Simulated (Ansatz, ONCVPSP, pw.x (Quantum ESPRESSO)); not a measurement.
pw.x on diamond Tc: one setting changed

Potential: optimised norm-conserving Vanderbilt (ONCV), ONCVPSP 4.0.1.1 (patched build), PBE; core [Ar] 3d10, reference 4s2 4p6 4d5 5s1.5; waves: 4s+5s: rc 1.45 bohr, ncon 4, nbas 7, qcut 9.3 1/bohr, 2 projectors; 4p: rc 1.75 bohr, ncon 5, nbas 9, qcut 7.6 1/bohr, 1 projector; 4d: rc 1.70 bohr, ncon 4, nbas 9, qcut 8.6 1/bohr, 2 projectors, debl 2.6 Ha; local part: polynomial inside 1.30 bohr (lpopt 5, dvloc0 3 Ha); core correction: none.

The reference run (k-mesh 8³, cutoffs 80/320 Ry, Fermi–Dirac 0.01 Ry, mixing_beta 0.4, conv_thr 1e-9, no spin) gives 0.44 GPa at 21.271 Å³/atom, where all-electron LAPW gives -0.01 GPa. This run, with its own iteration cap, changes smearing to gauss.

```
&control
  calculation='scf', prefix='x', pseudo_dir='./', outdir='./tmp', tstress=.true., disk_io='none'
/
&system
  ibrav=0, nat=2, ntyp=1, ecutwfc=80, ecutrho=320, nbnd=24,
  occupations='smearing', smearing='gauss', degauss=0.01
/
&electrons
  conv_thr=1e-09, mixing_beta=0.4, electron_maxstep=70
/
ATOMIC_SPECIES
Tc 1.0 Tc.UPF
CELL_PARAMETERS angstrom
  0.00000000 2.77074124 2.77074124
  2.77074124 0.00000000 2.77074124
  2.77074124 2.77074124 0.00000000
ATOMIC_POSITIONS crystal
Tc 0.0000 0.0000 0.0000
Tc 0.2500 0.2500 0.2500
K_POINTS automatic
8 8 8 0 0 0
```

```bash
pw.x < Tc.scf.in > Tc.scf.out
```

Q: How does the run end?

A: It converges in 10 iterations; the free energy moves by +27.7 meV/atom and the pressure by -0.17 GPa. Gaussian smearing of the same width is narrower in effect than Fermi–Dirac, so its quadratic term in F is smaller.

```
Message from routine setup:
     using ibrav=0 with symmetry is DISCOURAGED, use correct ibrav instead
     lattice parameter (alat)  =       7.4047  a.u.
     unit-cell volume          =     287.0876 (a.u.)^3
     number of electrons       =        30.00
     number of Kohn-Sham states=           24
     kinetic-energy cutoff     =      80.0000  Ry
     charge density cutoff     =     320.0000  Ry
     scf convergence threshold =      1.0E-09
     Exchange-correlation= PBE
     number of k points=    29  Gaussian smearing, width (Ry)=  0.0100
     iteration #  1     ecut=    80.00 Ry     beta= 0.40
     total energy              =    -323.71880956 Ry
     estimated scf accuracy    <       0.51427308 Ry
     iteration #  2     ecut=    80.00 Ry     beta= 0.40
     total energy              =    -323.80146786 Ry
     estimated scf accuracy    <       0.02069574 Ry
     iteration #  3     ecut=    80.00 Ry     beta= 0.40
     total energy              =    -323.80175885 Ry
     estimated scf accuracy    <       0.00497561 Ry
     iteration #  4     ecut=    80.00 Ry     beta= 0.40
     total energy              =    -323.80213368 Ry
     estimated scf accuracy    <       0.00022370 Ry
     iteration #  5     ecut=    80.00 Ry     beta= 0.40
     total energy              =    -323.80217123 Ry
     estimated scf accuracy    <       0.00010816 Ry
     iteration #  6     ecut=    80.00 Ry     beta= 0.40
     total energy              =    -323.80219630 Ry
     estimated scf accuracy    <       0.00000163 Ry
     iteration #  7     ecut=    80.00 Ry     beta= 0.40
     total energy              =    -323.80219662 Ry
     estimated scf accuracy    <       0.00000006 Ry
     iteration #  8     ecut=    80.00 Ry     beta= 0.40
     total energy              =    -323.80219663 Ry
     estimated scf accuracy    <       0.00000001 Ry
     iteration #  9     ecut=    80.00 Ry     beta= 0.40
     total energy              =    -323.80219663 Ry
     estimated scf accuracy    <          5.1E-09 Ry
     iteration # 10     ecut=    80.00 Ry     beta= 0.40
     the Fermi energy is    13.7191 ev
!    total energy              =    -323.80219663 Ry
     estimated scf accuracy    <          1.6E-11 Ry
     smearing contrib. (-TS)   =      -0.00171703 Ry
     The total energy is F=E-TS. E is the sum of the following terms:
     one-electron contribution =    -134.23539343 Ry
     hartree contribution      =      77.64574731 Ry
     xc contribution           =     -35.72822053 Ry
     ewald contribution        =    -231.48261295 Ry
     convergence has been achieved in  10 iterations
          total   stress  (Ry/bohr**3)                   (kbar)     P=        2.69
     Message from routine punch:
     Nothing written, as per user request (disk_io='none')
```

The run took about 81 s on one core of a shared host (Neoverse-N1, 64 threads, 124 GiB, load 60).
